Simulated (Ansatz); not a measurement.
LiF built on the wurtzite prototype, relaxed with r2SCAN in Ansatz 0.2.0. The symmetry is P6_3mc (No. 186, hexagonal); a = 3.081 Å, c = 4.785 Å in the conventional setting, 9.83 Å³ an atom. Li is surrounded by 4 F at 1.86–1.87 Å; F is surrounded by 4 Li at 1.86–1.87 Å.

The axes x, y and z are those of this cell:
```xyz
4
Lattice="3.0810 0.0000 0.0000 -1.5405 2.6682 0.0000 0.0000 0.0000 4.7853" Properties=species:S:1:pos:R:3 pbc="T T T"
Li    0.0000    1.7788   -0.0356
Li    1.5405    0.8894    2.3571
F     0.0000    1.7788    1.8301
F     1.5405    0.8894    4.2227
```

Unstrained: PBE gives a direct gap of 7.852 eV at Γ. The r2SCAN gap is direct at Γ: 8.583 eV. With HSE06 the gap is 10.026 eV and direct, at Γ. Meshes: PBE 12×12×6, r2SCAN 12×12×6, HSE06 6×6×4. Strains are changes of length per length, and xy shears are angles. After each strain the atoms were relaxed again with r2SCAN within the symmetry that the strain leaves, so tilts or polar shifts that break it weren't tested; points keep the names that they have in the unstrained zone. No spin polarisation and no zero-point or thermal motion; the cell was built from a prototype and may be hypothetical.

Task: Estimate what uniaxial +4.46 % along z, other directions held does to the gap.

Result: PBE: the gap goes from 7.852 to 7.718 eV (-0.134 eV). r2SCAN: the gap goes from 8.583 to 8.441 eV (-0.142 eV). HSE06: the gap goes from 10.026 to 9.875 eV (-0.151 eV). The r2SCAN energy rises by 4.4 meV an atom.

Task: Estimate what xy shear, engineering strain (angle) +4.37 % does to the gap.

Result: PBE: the gap goes from 7.852 to 7.852 eV (0.000 eV). r2SCAN: the gap goes from 8.583 to 8.584 eV (+0.001 eV). HSE06: the gap goes from 10.026 to 10.027 eV (+0.001 eV). The r2SCAN energy rises by 1.2 meV an atom.

The meshes of the hybrids are coarse, so their gaps aren't converged to the digits shown.
